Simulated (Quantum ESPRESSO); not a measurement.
# HfO2: band structure with PBE

The system is HfO2.

```
Hf O
1.0
     5.21946    0.00000    0.00000
     0.00000    5.00476    0.00000
     0.00000    0.00000    5.03269
Hf O
4 8
Direct
  0.96699 0.73252 0.74144
  0.53301 0.73252 0.24144
  0.46699 0.26748 0.74144
  0.03301 0.26748 0.24144
  0.63213 0.92865 0.87927
  0.86787 0.92865 0.37927
  0.23395 0.53988 0.49229
  0.26605 0.53988 0.99229
  0.76605 0.46012 0.99229
  0.73395 0.46012 0.49229
  0.13213 0.07135 0.87927
  0.36787 0.07135 0.37927
```

Measurements of this composition are mostly on another form, of space group No. 14.

- Program: Quantum ESPRESSO 7.5
- Task: band structure
- Functional: PBE
- Potentials or basis: SSSP 1.3 efficiency PBE
- Cutoff: 816 eV
- Density cutoff: 5987 eV
- k mesh: 5 × 6 × 5
- Occupations: fermi-dirac, width 0.05 eV
- Spin: no spin polarisation
- Mixing beta: 0.5
- Most SCF iterations: 120
- SCF threshold: 2.4e-09 Ry

The pressure is 7.6 GPa and the largest force is 0.085 eV/Å. The band gap on the k mesh is 4.48 eV, indirect (least direct gap 4.68 eV) and the band gap along the path is 4.56 eV, indirect (least direct gap 4.67 eV).

Forces on the atoms (eV/Å):
```
Hf   0.043  0.013  0.072
Hf  -0.043  0.013  0.072
Hf   0.043 -0.013  0.072
Hf  -0.043 -0.013  0.072
O   -0.026 -0.011 -0.014
O    0.026 -0.011 -0.014
O    0.014  0.060 -0.059
O   -0.014  0.060 -0.059
O   -0.014 -0.060 -0.059
O    0.014 -0.060 -0.059
O   -0.026  0.011 -0.014
O    0.026  0.011 -0.014
```

Stress tensor (GPa, compression positive):
```
7.69 0.00 0.00
0.00 7.70 0.00
0.00 0.00 7.49
```

Levels at the corners of the path, in eV from the valence-band top:
```
point  band 44  band 45  band 46  band 47  band 48  band 49  band 50  band 51  band 52  band 53
    Γ    -0.97    -0.70    -0.20    -0.08     0.00     4.99     5.25     5.36     5.79     5.90
    X    -0.83    -0.81    -0.40    -0.19    -0.12     4.57     4.95     5.02     5.65     5.66
    S    -1.44    -1.01    -1.01    -0.36    -0.36     4.60     4.60     4.99     4.99     6.11
    Y    -0.95    -0.35    -0.35    -0.27    -0.27     4.71     4.71     5.36     5.36     6.17
    Γ    -0.97    -0.70    -0.20    -0.08     0.00     4.99     5.25     5.36     5.79     5.90
    Z    -0.76    -0.69    -0.69    -0.40    -0.40     5.26     5.26     5.67     5.67     5.81
    U    -1.02    -0.64    -0.64    -0.47    -0.47     4.75     4.75     5.20     5.20     5.73
    R    -1.50    -0.84    -0.84    -0.84    -0.84     4.73     4.73     4.73     4.73     6.00
    T    -1.42    -0.70    -0.70    -0.70    -0.70     5.25     5.25     5.25     5.25     6.27
    Z    -0.76    -0.69    -0.69    -0.40    -0.40     5.26     5.26     5.67     5.67     5.81
    Y    -0.95    -0.35    -0.35    -0.27    -0.27     4.71     4.71     5.36     5.36     6.17
    T    -1.42    -0.70    -0.70    -0.70    -0.70     5.25     5.25     5.25     5.25     6.27
    U    -1.02    -0.64    -0.64    -0.47    -0.47     4.75     4.75     5.20     5.20     5.73
    X    -0.83    -0.81    -0.40    -0.19    -0.12     4.57     4.95     5.02     5.65     5.66
    S    -1.44    -1.01    -1.01    -0.36    -0.36     4.60     4.60     4.99     4.99     6.11
    R    -1.50    -0.84    -0.84    -0.84    -0.84     4.73     4.73     4.73     4.73     6.00
```

Run time: 10 min on 2 MPI ranks on Arm Neoverse V1, with other jobs on the host, peak memory 0.74 GiB a rank.

Caveat: some levels on the path didn't converge; spin-orbit coupling is left out, which moves the levels of the heavy elements. Expect the measured gap to be larger: semilocal functionals such as PBE lack the derivative discontinuity.
